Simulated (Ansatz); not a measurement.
A relaxed cell of Si3Ge2 is given with its symmetry left out. The cell was found from a structure generator's guess, not taken from experiment.

Method: DFT PBE, scalar-relativistic, plane waves, PAW in Ansatz. Cutoff 420 eV, Γ-centred mesh, Gaussian smearing, no spin polarisation.

```cif
data_structure
_symmetry_space_group_name_H-M 'P 1'
_symmetry_Int_Tables_number 1
_cell_length_a 2.8304
_cell_length_b 2.8304
_cell_length_c 23.8437
_cell_angle_alpha 90.000
_cell_angle_beta 90.000
_cell_angle_gamma 120.000
_cell_volume 165.42
loop_
_atom_site_label
_atom_site_type_symbol
_atom_site_fract_x
_atom_site_fract_y
_atom_site_fract_z
_atom_site_occupancy
Si1 Si 0.66667 0.33333 0.80568 1
Si2 Si 0.66667 0.33333 0.19432 1
Si3 Si 0.33333 0.66667 0.71525 1
Si4 Si 0.33333 0.66667 0.89637 1
Si5 Si 0.33333 0.66667 0.10363 1
Si6 Si 0.33333 0.66667 0.28475 1
Ge1 Ge 0.66667 0.33333 0.00000 1
Ge2 Ge 0.66667 0.33333 0.38721 1
Ge3 Ge 0.66667 0.33333 0.61279 1
Ge4 Ge 0.33333 0.66667 0.50000 1
```

Formation energies are uncorrected and refer to the elements' standard structures at the same level.

(1) What space group does it have?

(2) What is its formation energy per atom?

(3) Is it a metal?

## Answers

(1) P-6m2 (No. 187), with Si and Ge ordered on hcp sites. Conventional cell: a = 2.830 Å, c = 23.844 Å. Around Si on its first site lie 12 Si at 2.71–2.83 Å; Si on its second site is surrounded by 9 Si at 2.71–2.83 Å and 3 Ge at 2.94 Å; around Si on its third site lie 9 Si at 2.71–2.83 Å and 3 Ge at 2.96 Å; Ge on a site of symmetry -6m2 has 6 Ge at 2.83 Å and 6 Si at 2.96 Å; 2 more sites not described.

(2) +0.48 eV/atom. It can't be a ground state, since the elements alone are lower.

(3) Yes, bands cross the Fermi level on the 18×18×2 mesh.

The last run used an 18×18×2 mesh (in the run's order of axes) for its 10-atom cell and Gaussian smearing of 0.10 eV. Weakly bound directions are ill-defined at this level, which has no dispersion term. A structure relaxed within its symmetry needn't be a true minimum. Another cell of Si3Ge2 relaxed alike, in P-6m2, lies 111 meV/atom lower, so this cell isn't the stable form at this level.
